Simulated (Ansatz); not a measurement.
# Si2Ni (Fm-3m) in Ansatz: further runs, part 2 of 2

Ansatz 0.2.0. The steps go on from the part before.

## Step 3: Relaxation of cell and atoms, PBE+U, collinear spin, ferromagnetic start

input.yaml reads:

```yaml
crystal:
  lattice:
    - [0.0, 2.703, 2.703]
    - [2.703, 0.0, 2.703]
    - [2.703, 2.703, 0.0]
  atoms:
    - { symbol: Ni, position: [0.0, 0.0, 0.0], spin: 1.0 }
    - { symbol: Si, position: [0.75, 0.75, 0.75] }
    - { symbol: Si, position: [0.25, 0.25, 0.25] }
hamiltonian:
  xc: pbe
  pseudopotentials: { kind: paw }
  hubbard: { sites: [{ species: Ni, l: d, u_eff: 2.0 }] }
magnetization:
  spin_polarized: true
kpoints:
  mp_grid: { grid: [9, 9, 9] }
scf:
  occupations: { method: fermi_dirac, width: 0.05 }
output:
  forces: true
  stress: true
  eigenvalues: true
  write_density: true
  write_potential: true
  elf: true
  volumetric_format: npy
relax:
  f_tol: 0.01
  max_steps: 40
  cell: { stress_tol: 0.05 }
```

Potentials or basis: Ansatz PAW.

Started as:

```
> ansatz run input.yaml --threads 2 --pin off --max-ram 5632MiB --backend cpu --events-out ev --progress --plain --runs-dir out
```

Run time: 15 s. Hardware: 2 threads of Intel Xeon Platinum 8488C (Sapphire Rapids), shared host; peak memory 0.46 GiB.

It converged, with:

```yaml
Free_energy: -7111.4313 eV
Relaxed_volume: 13.48 Å³/atom
Relaxed_cell: a = 3.853 Å, b = 3.853 Å, c = 3.853 Å, α = 60.00°, β = 60.00°, γ = 60.00°
Space_group_after_relaxing_to_0.05_Å: Fm-3m (No. 225)
Energy_gained_by_relaxing: 3.6 meV/atom
Ionic_steps: 6
Pressure_after_relaxing: 0.0 GPa
Band_gap_on_the_k_mesh: none (metal or under the smearing width)
Net_moment: 0.00 μB per cell
Absolute_moment: 0.00 μB per cell
```

The path:
| step | energy change (eV) | largest force (eV/Å) | volume (Å³) |
| --- | --- | --- | --- |
| 1 | 0.0000 | 0.0000 | 39.50 |
| 2 | -0.0083 | 0.0000 | 40.01 |
| 3 | -0.0105 | 0.0000 | 40.44 |
| 4 | -0.0105 | 0.0000 | 40.45 |
| 5 | -0.0107 | 0.0000 | 40.45 |
| 6 | -0.0107 | 0.0000 | 40.45 |

Final structure:
```
Ni Si
1.0
     0.00000    2.72466    2.72466
     2.72466    0.00000    2.72466
     2.72466    2.72466    0.00000
Ni Si
1 2
Direct
  0.00000 0.00000 0.00000
  0.75000 0.75000 0.75000
  0.25000 0.25000 0.25000
```

Levels at points of the mesh, in eV from the Fermi level:
Spin up:
```
           k point  band 10  band 11  band 12  band 13  band 14  band 15  band 16  band 17
(0.00, 0.00, 0.00)    -3.78    -0.47     1.69     1.69     1.69     2.39     2.39     2.39
```
Spin down:
```tsv
k point	band 10	band 11	band 12	band 13	band 14	band 15	band 16	band 17
(0.00, 0.00, 0.00)	-3.78	-0.47	1.69	1.69	1.69	2.39	2.39	2.39
```

Eigenvalues of the final occupation matrices:
```tsv
site	spin	trace	eigenvalues
site 1	1	4.45	0.86 0.86 0.86 0.94 0.94
site 1	2	4.45	0.86 0.86 0.86 0.94 0.94
```

Caveat: the magnetic or orbital state may not be the lowest; the plane-wave basis is chosen anew once the cell has moved, so the energies of steps on either side of that aren't comparable; the U is typed as a test and isn't derived for this compound; the starting moments weren't kept.

## Step 4: Relaxation of cell and atoms, PBE+U, collinear spin, ferromagnetic start

input.yaml: that of step 3 with these lines changed.

```diff
@@ -12,3 +12,3 @@
   pseudopotentials: { kind: paw }
-  hubbard: { sites: [{ species: Ni, l: d, u_eff: 2.0 }] }
+  hubbard: { sites: [{ species: Ni, l: d, u_eff: 3.0 }] }
 magnetization:
```

Started as:

```
> ansatz run input.yaml --threads 2 --pin off --max-ram 5632MiB --backend cpu --events-out ev --progress --plain --runs-dir out
```

Run time: 16 s. Hardware: 2 threads of Intel Xeon Platinum 8488C (Sapphire Rapids), shared host; peak memory 0.46 GiB.

Results (log left out):

* Free energy: -7110.9578 eV
* Relaxed volume: 13.48 Å³/atom
* Relaxed cell: a = 3.853 Å, b = 3.853 Å, c = 3.853 Å, α = 60.00°, β = 60.00°, γ = 60.00°
* Space group after relaxing (to 0.05 Å): Fm-3m (No. 225)
* Energy gained by relaxing: 3.5 meV/atom
* Ionic steps: 6
* Pressure after relaxing: 0.0 GPa
* Band gap on the k mesh: none (metal or under the smearing width)
* Net moment: 0.00 μB per cell
* Absolute moment: 0.00 μB per cell

The path:
```tsv
step	energy change (eV)	largest force (eV/Å)	volume (Å³)
1	0.0000	0.0000	39.50
2	-0.0080	0.0000	40.00
3	-0.0101	0.0000	40.42
4	-0.0101	0.0000	40.44
5	-0.0104	0.0000	40.44
6	-0.0104	0.0000	40.44
```

Final structure:
```cif
data_structure
_symmetry_space_group_name_H-M 'P 1'
_symmetry_Int_Tables_number 1
_cell_length_a 3.8527
_cell_length_b 3.8527
_cell_length_c 3.8527
_cell_angle_alpha 60.000
_cell_angle_beta 60.000
_cell_angle_gamma 60.000
_cell_volume 40.44
loop_
_atom_site_label
_atom_site_type_symbol
_atom_site_fract_x
_atom_site_fract_y
_atom_site_fract_z
_atom_site_occupancy
Ni1 Ni 0.00000 0.00000 0.00000 1
Si1 Si 0.75000 0.75000 0.75000 1
Si2 Si 0.25000 0.25000 0.25000 1
```

Levels at points of the mesh, in eV from the Fermi level:
Spin up:
```csv
k point,band 9,band 10,band 11,band 12,band 13,band 14,band 15,band 16,band 17,band 18
"(0.00, 0.00, 0.00)",-3.98,-3.98,-0.45,1.70,1.70,1.70,2.45,2.45,2.45,4.71
```
Spin down:
| k point | band 10 | band 11 | band 12 | band 13 | band 14 | band 15 | band 16 | band 17 |
| --- | --- | --- | --- | --- | --- | --- | --- | --- |
| (0.00, 0.00, 0.00) | -3.98 | -0.45 | 1.70 | 1.70 | 1.70 | 2.45 | 2.45 | 2.45 |

Eigenvalues of the final occupation matrices:
| site | spin | trace | eigenvalues |
| --- | --- | --- | --- |
| site 1 | 1 | 4.47 | 0.86 0.86 0.86 0.94 0.94 |
| site 1 | 2 | 4.47 | 0.86 0.86 0.86 0.94 0.94 |

Caveat: the magnetic or orbital state may not be the lowest; the plane-wave basis is chosen anew once the cell has moved, so the energies of steps on either side of that aren't comparable; the U is typed as a test and isn't derived for this compound; the starting moments weren't kept. PBE usually gives volumes a little too large and moduli too small.

## Step 5: Relaxation of cell and atoms, PBE+U, collinear spin, ferromagnetic start

input.yaml: that of step 4 with these lines changed.

```diff
@@ -12,3 +12,3 @@
   pseudopotentials: { kind: paw }
-  hubbard: { sites: [{ species: Ni, l: d, u_eff: 3.0 }] }
+  hubbard: { sites: [{ species: Ni, l: d, u_eff: 4.0 }] }
 magnetization:
@@ -23,6 +23,2 @@
   eigenvalues: true
-  write_density: true
-  write_potential: true
-  elf: true
-  volumetric_format: npy
 relax:
```

Started as:

```
> ansatz run input.yaml --threads 2 --pin off --max-ram 5632MiB --backend cpu --events-out ev --progress --plain --runs-dir out
```

It took 17 s on 2 threads of Intel Xeon Platinum 8488C (Sapphire Rapids), shared host; peak memory 0.46 GiB.

Results (log left out):

| Quantity | Value |
| --- | --- |
| Free energy | -7110.4947 eV |
| Relaxed volume | 13.47 Å³/atom |
| Relaxed cell | a = 3.852 Å, b = 3.852 Å, c = 3.852 Å, α = 60.00°, β = 60.00°, γ = 60.00° |
| Space group after relaxing (to 0.05 Å) | Fm-3m (No. 225) |
| Energy gained by relaxing | 3.4 meV/atom |
| Ionic steps | 7 |
| Pressure after relaxing | 0.0 GPa |
| Band gap on the k mesh | none (metal or under the smearing width) |
| Net moment | 0.00 μB per cell |
| Absolute moment | 0.00 μB per cell |

Step by step:
| step | energy change (eV) | largest force (eV/Å) | volume (Å³) |
| --- | --- | --- | --- |
| 1 | 0.0000 | 0.0000 | 39.50 |
| 2 | -0.0078 | 0.0000 | 39.99 |
| 3 | -0.0098 | 0.0000 | 40.41 |
| 4 | -0.0101 | 0.0000 | 40.41 |
| 5 | -0.0101 | 0.0000 | 40.42 |
| 6 | -0.0101 | 0.0000 | 40.42 |
| 7 | -0.0101 | 0.0000 | 40.42 |

Final structure:
```xyz
3
Lattice="0.0000 2.7239 2.7239 2.7239 0.0000 2.7239 2.7239 2.7239 0.0000" Properties=species:S:1:pos:R:3 pbc="T T T"
Ni    0.0000    0.0000    0.0000
Si    4.0859    4.0859    4.0859
Si    1.3620    1.3620    1.3620
```

Levels at points of the mesh, in eV from the Fermi level:
Spin up:
```tsv
k point	band 9	band 10	band 11	band 12	band 13	band 14	band 15	band 16	band 17	band 18
(0.00, 0.00, 0.00)	-4.18	-4.18	-0.43	1.71	1.71	1.71	2.51	2.51	2.51	4.74
```
Spin down:
```
           k point  band 10  band 11  band 12  band 13  band 14  band 15  band 16  band 17
(0.00, 0.00, 0.00)    -4.18    -0.43     1.71     1.71     1.71     2.51     2.51     2.51
```

Eigenvalues of the final occupation matrices:
| site | spin | trace | eigenvalues |
| --- | --- | --- | --- |
| site 1 | 1 | 4.48 | 0.86 0.86 0.86 0.94 0.94 |
| site 1 | 2 | 4.48 | 0.86 0.86 0.86 0.94 0.94 |

Caveat: the magnetic or orbital state may not be the lowest; the plane-wave basis is chosen anew once the cell has moved, so the energies of steps on either side of that aren't comparable; the U is typed as a test and isn't derived for this compound; the starting moments weren't kept.

## Step 6: Relaxation of cell and atoms, PBE+U, collinear spin, ferromagnetic start

input.yaml: that of step 5 with these lines changed.

```diff
@@ -12,3 +12,3 @@
   pseudopotentials: { kind: paw }
-  hubbard: { sites: [{ species: Ni, l: d, u_eff: 4.0 }] }
+  hubbard: { sites: [{ species: Ni, l: d, u_eff: 5.0 }] }
 magnetization:
```

Potentials or basis: Ansatz PAW.

Started as:

```
> ansatz run input.yaml --threads 2 --pin off --max-ram 5632MiB --backend cpu --events-out ev --progress --plain --runs-dir out
```

Wall time 17 s (2 threads of Intel Xeon Platinum 8488C (Sapphire Rapids), shared host); peak memory 0.46 GiB.

Results (log left out):

| Quantity | Value |
| --- | --- |
| Free energy | -7110.0419 eV |
| Relaxed volume | 13.47 Å³/atom |
| Relaxed cell | a = 3.852 Å, b = 3.852 Å, c = 3.852 Å, α = 60.00°, β = 60.00°, γ = 60.00° |
| Space group after relaxing (to 0.05 Å) | Fm-3m (No. 225) |
| Energy gained by relaxing | 3.3 meV/atom |
| Ionic steps | 7 |
| Pressure after relaxing | 0.0 GPa |
| Band gap on the k mesh | none (metal or under the smearing width) |
| Net moment | 0.00 μB per cell |
| Absolute moment | 0.00 μB per cell |

Step by step:
| step | energy change (eV) | largest force (eV/Å) | volume (Å³) |
| --- | --- | --- | --- |
| 1 | 0.0000 | 0.0000 | 39.50 |
| 2 | -0.0077 | 0.0000 | 39.99 |
| 3 | -0.0096 | 0.0000 | 40.40 |
| 4 | -0.0099 | 0.0000 | 40.40 |
| 5 | -0.0099 | 0.0000 | 40.41 |
| 6 | -0.0099 | 0.0000 | 40.41 |
| 7 | -0.0099 | 0.0000 | 40.41 |

Final structure:
```
Ni Si
1.0
     0.00000    2.72373    2.72373
     2.72373    0.00000    2.72373
     2.72373    2.72373    0.00000
Ni Si
1 2
Direct
  0.00000 0.00000 0.00000
  0.75000 0.75000 0.75000
  0.25000 0.25000 0.25000
```

Levels at points of the mesh, in eV from the Fermi level:
Spin up:
```csv
k point,band 11,band 12,band 13,band 14,band 15,band 16
"(0.00, 0.00, 0.00)",-0.41,1.72,1.72,1.72,2.57,2.57
```
Spin down:
```csv
k point,band 11,band 12,band 13,band 14,band 15,band 16
"(0.00, 0.00, 0.00)",-0.41,1.72,1.72,1.72,2.57,2.57
```

Eigenvalues of the final occupation matrices:
| site | spin | trace | eigenvalues |
| --- | --- | --- | --- |
| site 1 | 1 | 4.49 | 0.87 0.87 0.87 0.95 0.95 |
| site 1 | 2 | 4.49 | 0.87 0.87 0.87 0.95 0.95 |

Caveat: the magnetic or orbital state may not be the lowest; the plane-wave basis is chosen anew once the cell has moved, so the energies of steps on either side of that aren't comparable; the U is typed as a test and isn't derived for this compound; the starting moments weren't kept.

## Step 7: The runs side by side

| U | gap on the mesh (eV) | pressure (GPa) | moment (μB) | relaxed volume (Å³/atom) |
| --- | --- | --- | --- | --- |
| Ni d U = 1 eV | none | 0.0 | 0.00 | 13.49 |
| Ni d U = 2 eV | none | 0.0 | 0.00 | 13.48 |
| Ni d U = 3 eV | none | 0.0 | 0.00 | 13.48 |
| Ni d U = 4 eV | none | 0.0 | 0.00 | 13.47 |
| Ni d U = 5 eV | none | 0.0 | 0.00 | 13.47 |

Alike in all rows: task relaxation of cell and atoms; level PBE+U; potentials or basis Ansatz PAW; spin collinear, ferromagnetic start; cell relaxed; k mesh 9 × 9 × 9; cutoff (eV) 420; smearing fermi-dirac 0.05 eV.

Caveats: the magnetic or orbital state may not be the lowest; the plane-wave basis is chosen anew once the cell has moved, so the energies of steps on either side of that aren't comparable; the U is typed as a test and isn't derived for this compound; the starting moments weren't kept.

Absolute energies hang on the potentials; compare differences alone.
